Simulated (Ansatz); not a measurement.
Crystal: BN.

```
N B
1.0
     0.00000    1.81300    1.81300
     1.81300    0.00000    1.81300
     1.81300    1.81300    0.00000
N B
1 1
Direct
  0.25000 0.25000 0.25000
  0.00000 0.00000 0.00000
```

The cell is a database's computed one.

| Property | Result |
| --- | --- |
| Program | Ansatz 0.2.0 |
| Task | relaxation of cell and atoms |
| Functional | PBEsol0 |
| Potentials or basis | Ansatz PAW |
| Cutoff | 420 eV (not typed: the program's choice for these potentials) |
| k mesh | 7 × 7 × 7 |
| Occupations | fermi-dirac, width 0.05 eV |
| Spin | no spin polarisation |

At the start: volume 5.96 Å³/atom.

**Question.** How do energy, volume and symmetry change on relaxing?

**Answer.** It ends after 7 steps and the volume is 5.76 Å³/atom (-3.4 %); space group F-43m (No. 216, to 0.05 Å).

Step by step:
```tsv
step	energy change (eV)	largest force (eV/Å)	volume (Å³)
1	0.0000	0.0000	11.92
2	-0.0160	0.0000	11.67
3	-0.0195	0.0000	11.51
4	-0.0195	0.0000	11.52
5	-0.0178	0.0000	11.52
6	-0.0178	0.0000	11.51
7	-0.0178	0.0000	11.51
```

Final structure:
```cif
data_structure
_symmetry_space_group_name_H-M 'P 1'
_symmetry_Int_Tables_number 1
_cell_length_a 2.5344
_cell_length_b 2.5344
_cell_length_c 2.5344
_cell_angle_alpha 60.000
_cell_angle_beta 60.000
_cell_angle_gamma 60.000
_cell_volume 11.51
loop_
_atom_site_label
_atom_site_type_symbol
_atom_site_fract_x
_atom_site_fract_y
_atom_site_fract_z
_atom_site_occupancy
N1 N 0.25000 0.25000 0.25000 1
B1 B 0.00000 0.00000 0.00000 1
```

Caveat: the k mesh is coarse (spacing up to 0.43 Å⁻¹), so the values aren't converged, least of all with exact exchange; the plane-wave basis is chosen anew once the cell has moved, so the energies of steps on either side of that aren't comparable; the pressure holds a Pulay correction of +0.9 GPa for the finite cutoff; the PAW data sets come from PBE, with cores solved anew for the run's functional, which leaves a small shift of forces and pressure.
